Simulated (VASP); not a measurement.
# CdO (Monteponite) (Fm-3m) in VASP: further runs

Aim: see how the results for CdO (Monteponite) move with the level of theory and the settings. Levels: PBE, HSE06. Tasks: band structure.

Program: VASP 6.6.1. These are calculated values, not measurements. Logs are shortened: lines on timing, memory, paths and dates and some standing lists are left out, and cuts for length are marked.

## 1. Starting point

It takes space group Fm-3m (No. 225, cubic). The conventional cell has a = 4.695 Å, b = 4.695 Å, c = 4.695 Å, α = 90.00°, β = 90.00°, γ = 90.00°. Cd (site symmetry m-3m) has 6 O at 2.35 Å as nearest neighbours. Around O (site symmetry m-3m) lie 6 Cd at 2.35 Å.

## 2. Band structure, PBE, non-collinear spin, zero start, spin-orbit coupling

Input file INCAR:

```
SYSTEM = CdO
ALGO = Normal
EDIFF = 1E-7
ENCUT = 520
GGA = PE
GGA_COMPAT = .False.
ISIF = 2
ISMEAR = 0
LASPH = .True.
LCHARG = .False.
LORBIT = 11
LREAL = .False.
LSORBIT = .True.
LWAVE = .False.
MAGMOM = 0 0 0 0 0 0
NBANDS = 30
NELM = 80
PREC = Accurate
SIGMA = 0.02
```

Input file KPOINTS:

```
k-points
0
Gamma
  8 8 8
  0 0 0
```

Input file POSCAR:

```
CdO
1.0
    0.0000000000      2.3476500000      2.3476500000
    2.3476500000      0.0000000000      2.3476500000
    2.3476500000      2.3476500000      0.0000000000
Cd O
1 1
Direct
    0.0000000000      0.0000000000      0.0000000000
    0.5000000000      0.5000000000      0.5000000000
```

Input file KPOINTS_OPT:

```
path GXWKGLUWLK,UX
15
line-mode
reciprocal
 0.0000000000  0.0000000000  0.0000000000  G
 0.5000000000  0.0000000000  0.5000000000  X

 0.5000000000  0.0000000000  0.5000000000  X
 0.5000000000  0.2500000000  0.7500000000  W

 0.5000000000  0.2500000000  0.7500000000  W
 0.3750000000  0.3750000000  0.7500000000  K

 0.3750000000  0.3750000000  0.7500000000  K
 0.0000000000  0.0000000000  0.0000000000  G

 0.0000000000  0.0000000000  0.0000000000  G
 0.5000000000  0.5000000000  0.5000000000  L

 0.5000000000  0.5000000000  0.5000000000  L
 0.6250000000  0.2500000000  0.6250000000  U

 0.6250000000  0.2500000000  0.6250000000  U
 0.5000000000  0.2500000000  0.7500000000  W

 0.5000000000  0.2500000000  0.7500000000  W
 0.5000000000  0.5000000000  0.5000000000  L

 0.5000000000  0.5000000000  0.5000000000  L
 0.3750000000  0.3750000000  0.7500000000  K

 0.6250000000  0.2500000000  0.6250000000  U
 0.5000000000  0.0000000000  0.5000000000  X
```

Potentials or basis: VASP PAW PBE potentials, release 64 (Cd, O).

On the command line:

```sh
> cat potpaw_PBE.64/Cd/POTCAR potpaw_PBE.64/O/POTCAR > POTCAR
> mpirun -np 1 vasp_ncl > vasp.out
```

OUTCAR:

```text
SYSTEM = CdO
   EDIFF = 1E-7
   ENCUT = 520
   GGA = PE
   ISIF = 2
   ISMEAR = 0
   LASPH = .True.
   LORBIT = 11
   LREAL = .False.
   LSORBIT = .True.
   NELM = 80
   PREC = Accurate

 ion  position               nearest neighbor table
   1  0.000  0.000  0.000-   2 2.35   2 2.35   2 2.35   2 2.35   2 2.35   2 2.35
   2  0.500  0.500  0.500-   1 2.35   1 2.35   1 2.35   1 2.35   1 2.35   1 2.35

  LATTYP: Found a face centered cubic cell.
 ALAT       =     4.6953000000

  Lattice vectors:

 A1 = (   0.0000000000,   2.3476500000,   2.3476500000)
 A2 = (   2.3476500000,   0.0000000000,   2.3476500000)
 A3 = (   2.3476500000,   2.3476500000,   0.0000000000)

Analysis of symmetry for initial positions (statically):
=====================================================================
 Subroutine PRICEL returns:
 Original cell was already a primitive cell.

 Routine SETGRP: Setting up the symmetry group for a
 face centered cubic supercell.

 Subroutine GETGRP returns: Found 48 space group operations
 (whereof 48 operations were pure point group operations)
 out of a pool of 48 trial point group operations.

The static configuration has the point symmetry O_h .

Analysis of symmetry for dynamics (positions and initial velocities):
=====================================================================
 Subroutine PRICEL returns:
 Original cell was already a primitive cell.

 Routine SETGRP: Setting up the symmetry group for a
 face centered cubic supercell.

 Subroutine GETGRP returns: Found 48 space group operations
 (whereof 48 operations were pure point group operations)
 out of a pool of 48 trial point group operations.

The dynamic configuration has the point symmetry O_h .

Analysis of structural, dynamic, and magnetic symmetry:
=====================================================================
 Subroutine PRICEL returns:
 Original cell was already a primitive cell.

 Routine SETGRP: Setting up the symmetry group for a
 face centered cubic supercell.

 Subroutine GETGRP returns: Found 48 space group operations
 (whereof 48 operations were pure point group operations)
 out of a pool of 48 trial point group operations.

The overall configuration has the point symmetry O_h .

 Subroutine INISYM returns: Found 48 space group operations
 (whereof 48 operations are pure point group operations),
 and found     1 'primitive' translations
[... 956 lines left out ...]
  in kB       79.4927432     79.4927432     79.4927432     -0.0000000      0.0000000     -0.0000000
  external PRESSURE =      79.4927432 kB  Pullay stress =       0.0000000 kB

 VOLUME and BASIS-vectors are now :
 -----------------------------------------------------------------------------
  energy-cutoff  :      520.00
  volume of cell :       25.88
      direct lattice vectors                 reciprocal lattice vectors
     0.000000000  2.347650000  2.347650000    -0.212978936  0.212978936  0.212978936
     2.347650000  0.000000000  2.347650000     0.212978936 -0.212978936  0.212978936
     2.347650000  2.347650000  0.000000000     0.212978936  0.212978936 -0.212978936

 POSITION                                       TOTAL-FORCE (eV/Angst)
 -----------------------------------------------------------------------------------
      0.00000      0.00000      0.00000         0.000000      0.000000     -0.000000
      2.34765      2.34765      2.34765        -0.000000     -0.000000      0.000000
 -----------------------------------------------------------------------------------
    total drift:                                0.000000      0.000000      0.000000

  FREE ENERGIE OF THE ION-ELECTRON SYSTEM (eV)
  ---------------------------------------------------
  free  energy   TOTEN  =        -7.7190018100 eV

  energy  without entropy=       -7.7189307569  energy(sigma->0) =       -7.71896628

 Spin-Orbit-Coupling matrix elements

 Ion:    1  E_soc:     -0.0501390
 l=   1
     0.0000000    -0.0017026    -0.0017026
    -0.0017026     0.0000000    -0.0017026
    -0.0017026    -0.0017026     0.0000000
 l=   2
     0.0000000    -0.0013639     0.0000000    -0.0013639    -0.0052901
    -0.0013639     0.0000000    -0.0039675    -0.0013639    -0.0013225
     0.0000000    -0.0039675     0.0000000    -0.0039675     0.0000000
    -0.0013639    -0.0013639    -0.0039675     0.0000000    -0.0013225
    -0.0052901    -0.0013225     0.0000000    -0.0013225     0.0000000
 l=   3
     0.0000000     0.0000000     0.0000000     0.0000000     0.0000000     0.0000000     0.0000000
     0.0000000     0.0000000     0.0000000     0.0000000     0.0000000     0.0000000     0.0000000
     0.0000000     0.0000000     0.0000000     0.0000000     0.0000000     0.0000000     0.0000000
     0.0000000     0.0000000     0.0000000     0.0000000     0.0000000     0.0000000     0.0000000
     0.0000000     0.0000000     0.0000000     0.0000000     0.0000000     0.0000000     0.0000000
     0.0000000     0.0000000     0.0000000     0.0000000     0.0000000     0.0000000     0.0000000
     0.0000000     0.0000000     0.0000000     0.0000000     0.0000000     0.0000000     0.0000000

 Ion:    2  E_soc:     -0.0003594
 l=   1
     0.0000000    -0.0000599    -0.0000599
    -0.0000599     0.0000000    -0.0000599
    -0.0000599    -0.0000599     0.0000000
 l=   2
     0.0000000     0.0000000     0.0000000     0.0000000     0.0000000
     0.0000000     0.0000000     0.0000000     0.0000000     0.0000000
     0.0000000     0.0000000     0.0000000     0.0000000     0.0000000
     0.0000000     0.0000000     0.0000000     0.0000000     0.0000000
     0.0000000     0.0000000     0.0000000     0.0000000     0.0000000
 l=   3
     0.0000000     0.0000000     0.0000000     0.0000000     0.0000000     0.0000000     0.0000000
     0.0000000     0.0000000     0.0000000     0.0000000     0.0000000     0.0000000     0.0000000
     0.0000000     0.0000000     0.0000000     0.0000000     0.0000000     0.0000000     0.0000000
     0.0000000     0.0000000     0.0000000     0.0000000     0.0000000     0.0000000     0.0000000
     0.0000000     0.0000000     0.0000000     0.0000000     0.0000000     0.0000000     0.0000000
     0.0000000     0.0000000     0.0000000     0.0000000     0.0000000     0.0000000     0.0000000
     0.0000000     0.0000000     0.0000000     0.0000000     0.0000000     0.0000000     0.0000000

 total charge

# of ion       s       p       d       tot
------------------------------------------
    1        0.337   0.260   9.654  10.250
    2        1.574   3.362   0.000   4.936
--------------------------------------------------
tot          1.911   3.621   9.654  15.186

 magnetization (x)

# of ion       s       p       d       tot
------------------------------------------
    1        0.000   0.000   0.000   0.000
    2       -0.000  -0.000   0.000  -0.000
--------------------------------------------------
tot         -0.000  -0.000   0.000  -0.000

 magnetization (y)

# of ion       s       p       d       tot
------------------------------------------
    1       -0.000  -0.000   0.000  -0.000
    2       -0.000   0.000   0.000  -0.000
--------------------------------------------------
tot         -0.000  -0.000   0.000  -0.000

 magnetization (z)

# of ion       s       p       d       tot
------------------------------------------
    1        0.000   0.000   0.000   0.000
    2       -0.000  -0.000   0.000  -0.000
--------------------------------------------------
tot         -0.000  -0.000   0.000  -0.000
```

stdout:

```text
POSCAR found type information on POSCAR CdO
 POSCAR found :  2 types and       2 ions
 scaLAPACK will be used
 LDA part: xc-table for (Slater+PW92), standard interpolation
 POSCAR, INCAR and KPOINTS ok, starting setup
 FFT: planning ... GRIDC
 FFT: planning ... GRID_SOFT
 FFT: planning ... GRID
 WAVECAR not read
 entering main loop
 Start KPOINTS_OPT (optional k-point list driver)
k-point batch [1-29\150]
k-point batch [30-58\150]
k-point batch [59-87\150]
k-point batch [88-116\150]
k-point batch [117-145\150]
k-point batch [146-150\150]
```

It took 1.9 min on 1 thread of Intel Xeon Platinum 8559C (Emerald Rapids), shared host; peak memory 0.26 GiB.

What came out:

```yaml
Free_energy: -7.7190 eV
Pressure: 7.9 GPa
Net_moment: 0.00 μB per cell
Valence_electrons_inside_the_program's_atomic_spheres: Cd 10.25; O 4.94
```

Moments on the atoms (μB; x, y, z):
```
Cd  0.00 0.00 0.00
O   0.00 0.00 0.00
```

## 3. Band structure, HSE06

POSCAR is that of step 2.

Input file INCAR.step1:

```
SYSTEM = CdO
ALGO     = Normal         ! electronic algorithm
EDIFF    = 1E-5           ! SCF threshold, eV
ENCUT    = 520            ! plane-wave cutoff, eV
GGA      = PE             ! functional
ISIF     = 2              ! what is computed and relaxed
ISMEAR   = 0              ! smearing method
LASPH    = .TRUE.         ! aspherical terms in the spheres
LCHARG   = .FALSE.        ! write CHGCAR
LREAL    = .FALSE.        ! projectors in reciprocal space
LWAVE    = .TRUE.         ! write WAVECAR
NELM     = 80             ! most SCF steps
PREC     = Accurate       ! precision mode
SIGMA    = 0.02           ! smearing width, eV
```

Input file INCAR.step2:

```
SYSTEM = CdO
ALGO     = Normal         ! electronic algorithm
EDIFF    = 1E-7           ! SCF threshold, eV
ENCUT    = 520            ! plane-wave cutoff, eV
GGA      = PE             ! functional
HFSCREEN = 0.2            ! screening, 1/A
ISIF     = 2              ! what is computed and relaxed
ISMEAR   = 0              ! smearing method
ISTART   = 1            
LASPH    = .TRUE.         ! aspherical terms in the spheres
LCHARG   = .FALSE.        ! write CHGCAR
LHFCALC  = .TRUE.         ! exact exchange
LREAL    = .FALSE.        ! projectors in reciprocal space
LWAVE    = .FALSE.        ! write WAVECAR
NELM     = 80             ! most SCF steps
PREC     = Accurate       ! precision mode
PRECFOCK = Normal       
SIGMA    = 0.02           ! smearing width, eV
```

Input file KPOINTS:

```
k-points
0
G
  4 4 4
  0 0 0
```

KPOINTS_OPT: that of step 2 with these lines changed.

```diff
@@ -1,3 +1,3 @@
 path GXWKGLUWLK,UX
-15
+10
 line-mode
```

Potentials or basis: VASP PAW PBE potentials, release 64 (Cd, O).

On the command line:

```sh
> cat potpaw_PBE.64/Cd/POTCAR potpaw_PBE.64/O/POTCAR > POTCAR
> cp INCAR.step1 INCAR
> mpirun -np 1 vasp_std > vasp.out
> cp INCAR.step2 INCAR
> mpirun -np 1 vasp_std > vasp.out
```

Wall time 24 min (1 thread of Intel Xeon 6975P-C (Granite Rapids), shared host); peak memory 0.26 GiB.

It converged, with:

```yaml
Free_energy: -9.9943 eV
Pressure: 2.6 GPa
Band_gap_on_the_k_mesh: 0.94 eV, indirect (least direct gap 2.30 eV)
Band_gap_along_the_path: 0.94 eV, indirect (least direct gap 2.30 eV)
```

Levels at the corners of the path, in eV from the valence-band top:
```
point  band 7  band 8  band 9  band 10  band 11  band 12
    Γ   -1.36   -1.36   -1.36     0.94    16.58    18.81
    X   -4.61   -2.45   -2.45     5.64    10.49    12.71
    X   -4.61   -2.45   -2.45     5.64    10.49    12.71
    W   -3.22   -3.22   -1.93     7.89    10.76    10.76
    W   -3.22   -3.22   -1.93     7.89    10.76    10.76
    K   -3.67   -3.05   -1.35     7.26    10.35    10.52
    K   -3.67   -3.05   -1.35     7.26    10.35    10.52
    Γ   -1.36   -1.36   -1.36     0.94    16.58    18.81
    Γ   -1.36   -1.36   -1.36     0.94    16.58    18.81
    L   -4.13    0.00    0.00     5.91     9.39    13.79
    L   -4.13    0.00    0.00     5.91     9.39    13.79
    U   -3.67   -3.05   -1.35     7.26    10.35    10.52
    U   -3.67   -3.05   -1.35     7.26    10.35    10.52
    W   -3.22   -3.22   -1.93     7.89    10.76    10.76
    W   -3.22   -3.22   -1.93     7.89    10.76    10.76
    L   -4.13    0.00    0.00     5.91     9.39    13.79
    L   -4.13    0.00    0.00     5.91     9.39    13.79
    K   -3.67   -3.05   -1.35     7.26    10.35    10.52
    U   -3.67   -3.05   -1.35     7.26    10.35    10.52
    X   -4.61   -2.45   -2.45     5.64    10.49    12.71
```

Caveat: the k mesh is coarse (spacing up to 0.58 Å⁻¹), so the values aren't converged, least of all with exact exchange; the PAW data sets were made with another functional, which shifts forces and pressure a little.
